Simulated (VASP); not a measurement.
Runs of VASP 6.6.1 on C. Symmetry: C2/m, No. 12, monoclinic system. Conventional cell: a = 4.255 Å, b = 2.457 Å, c = 3.765 Å, α = 90.00°, β = 111.49°, γ = 90.00°. Around C (site symmetry m) lie 3 C at 1.42 Å. This is a stacking variant of graphite.

```tsv
task	level	potentials or basis	cell	k mesh	cutoff (eV)	mesh quality	gap on the mesh (eV)	pressure (GPa)	relaxed volume (Å³/atom)
single point	PBEsol	VASP PAW PBE potentials, release 64 (C)	as given	16 × 16 × 10	520	not flagged	(c)	1.6	-
relaxation of cell and atoms	PBEsol	VASP PAW PBE potentials, release 64 (C)	relaxed	6 × 6 × 4	600	coarse	0.71	0.0	8.71
relaxation of cell and atoms	PBEsol	VASP PAW PBE potentials, release 64 (C)	relaxed	16 × 16 × 10	600	not flagged	0.68	0.0	9.35
relaxation of cell and atoms	LDA	VASP PAW LDA potentials, release 64 (C)	relaxed	16 × 16 × 10	600	not flagged	0.36	0.0	8.55
relaxation of cell and atoms	PBEsol	VASP PAW PBE potentials, release 64 (C_s)	relaxed	16 × 16 × 10	480	not flagged	0.66	0.0	9.35
relaxation of cell and atoms	RPBE	VASP PAW PBE potentials, release 64 (C)	relaxed	16 × 16 × 10	600	not flagged	(d)	0.0	(a)
relaxation of cell and atoms	PBEsol	VASP PAW PBE potentials, release 64 (C)	relaxed	16 × 16 × 10	580	not flagged	(b)	0.0	9.40
```

Alike in all rows: no spin polarisation; smearing gaussian 0.1 eV.

Task: Fill in the values left out.

Result: (a) 11.34; (b) 0.70; (c) 0.61; (d) 1.06.

Caveats: some runs use coarse meshes; the PAW data sets were made with another functional, which shifts forces and pressure a little (some runs); this functional lacks dispersion, which binds the layers, so the pressure and a relaxed spacing across them are unreliable (some runs); the volume moved by over 15 % at a fixed basis, so the end points are rough (some runs); this functional lacks dispersion, which binds the layers, so the pressure and a relaxed spacing across them are unreliable, and here the layers came unbound (some runs).

A k mesh can miss the band edges.

Runs at the PBE level aren't shown here.
